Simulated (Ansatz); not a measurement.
The system is KCl.

```
K Cl
1.0
     3.83920    0.00000    0.00000
     0.00000    3.83920    0.00000
     0.00000    0.00000    3.83920
K Cl
1 1
Cartesian
  0.0000 0.0000 0.0000
  1.9196 1.9196 1.9196
```

Measurements of this composition are mostly on another form, of space group No. 225.

Base run:

* Program: Ansatz 0.2.0
* Functional: LDA
* Potentials or basis: all-electron LAPW, scalar-relativistic
* Cutoff: 125 eV (chosen from the basis error)
* Basis error allowed: 0.001 eV/atom
* k mesh: 7 × 7 × 7
* Occupations: gaussian, width 0.02 eV
* Spin: no spin polarisation

Its results: band gap on the k mesh 4.39 eV, indirect (least direct gap 4.57 eV); pressure -3.1 GPa.

**Question.** The run is repeated on the same cell with these changes: functional from LDA to PBE; occupations from gaussian, width 0.02 eV to gaussian, width 0.1 eV. What comes out?

**Answer.** Band gap on the k mesh 4.82 eV, indirect (least direct gap 5.00 eV); pressure -0.1 GPa.

Caveats: an odd mesh through Γ misses points on the zone boundary, where band edges often lie.
